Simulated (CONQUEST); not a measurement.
AlPt: equation of state with PBEsol

AlPt:

```
Pt Al
1.0
     3.09155    0.00000    0.00000
     0.00000    3.09155    0.00000
     0.00000    0.00000    3.09155
Pt Al
1 1
Direct
  0.50000 0.50000 0.50000
  0.00000 0.00000 0.00000
```

Measurements of this composition are mostly on another form, of space group No. 198.

```
Program             : CONQUEST 1.3
Task                : equation of state
Functional          : PBEsol
Potentials or basis : PseudoDojo NC PBEsol, DZP, grid of 32 × 32 × 32 points
k mesh              : 9 × 9 × 9
Occupations         : fermi-dirac, width 0.05 eV
Spin                : no spin polarisation
```

* Equilibrium volume: 14.48 Å³/atom
* Bulk modulus: 199 GPa
* Pressure derivative of the bulk modulus: 4.5 (rough: it moves with the points fitted)

Energy against volume, from the lowest point:
| volume (Å³/atom) | energy (meV/atom) |
| --- | --- |
| 13.888 | 16.50 |
| 14.183 | 4.29 |
| 14.478 | 0.00 |
| 14.774 | 3.83 |
| 15.069 | 14.10 |
| 15.365 | 30.07 |
| 15.660 | 51.81 |

All runs of the series together: 6.9 min on 1 thread of Intel(R) Xeon(R) 6975P-C (Granite Rapids), with other jobs on the host.

Caveat: the DZP basis gives volumes some 2 % larger than converged bases do, and moduli off by several per cent; the basis of atomic orbitals isn't converged, which shifts pressures, moduli and gaps. Spin-orbit coupling is left out, which matters for the levels of Pt.
